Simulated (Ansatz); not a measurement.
## Straining Ge

Computed with DFT PBE, scalar-relativistic, plane waves, PAW (Ansatz). Settings: 420 eV cutoff, 15×15×8 k-mesh, Gaussian smearing of 0.10 eV, no spin polarisation.

Reference structure (relaxed):

```
CELL_PARAMETERS angstrom
4.05816 0.00000 0.00000
-2.02908 3.51447 0.00000
0.00000 0.00000 6.69253
ATOMIC_POSITIONS crystal
Ge 0.66667 0.33333 0.06279
Ge 0.33333 0.66667 0.56279
Ge 0.66667 0.33333 0.43721
Ge 0.33333 0.66667 0.93721
```

Deformation: all cell vectors scaled alike, the atoms relaxed, all within the symmetry that the strain leaves. Energies are extrapolated to zero smearing. Gaps are Kohn–Sham gaps over the whole zone.

```tsv
strain (%)	ΔE (meV/atom)	a (Å)	b (Å)	c (Å)	gap (eV)
-4.5	95.7	3.876	3.876	6.391	0.02
-3.0	40.0	3.936	3.936	6.492	metal
-1.5	9.4	3.997	3.997	6.592	metal
+0.0	0.0	4.058	4.058	6.693	metal
+1.5	8.5	4.119	4.119	6.793	metal
+3.0	32.2	4.180	4.180	6.893	metal
+4.5	68.6	4.241	4.241	6.994	metal
```

Task: What stiffness (1/V) d²E/dε² at zero strain does a cubic fit over all points give?

Result: A cubic fit gives (1/V) d²E/dε² = 545 GPa at zero strain (nine times the bulk modulus at fixed shape).

This form isn't the element's structure at ambient conditions.